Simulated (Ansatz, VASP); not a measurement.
# Two plane-wave programs on Rb

```
Rb
1.0
     0.00000    3.71127    3.71127
     3.71127    0.00000    3.71127
     3.71127    3.71127    0.00000
Rb
1
Direct
  0.00000 0.00000 0.00000
```

Change from the starting cell: volume scaled by 1.06.

Alike in both runs: task single point; functional PBE; k mesh 6 × 6 × 6; occupations fermi-dirac, width 0.05 eV; no spin polarisation.

|  | VASP | Ansatz |
| --- | --- | --- |
| version | VASP 6.6.1 | Ansatz 0.2.0 |
| potentials or method | VASP PAW PBE potentials, release 64 (Rb_sv) | Ansatz PAW |
| plane-wave cutoff (eV) | 520 | 420 |
| valence electrons in the cell | 9 | 9 |

|  | VASP | Ansatz | Ansatz less VASP |
| --- | --- | --- | --- |
| gap on the k mesh at the Fermi level (eV) | none | none | - |
| pressure (GPa) | -0.2 | -0.2 | 0.00 |

A gap of «none» marks a metal or a gap that the smearing closes. The functional is the same, so the differences come from potentials, cutoffs and numerics.
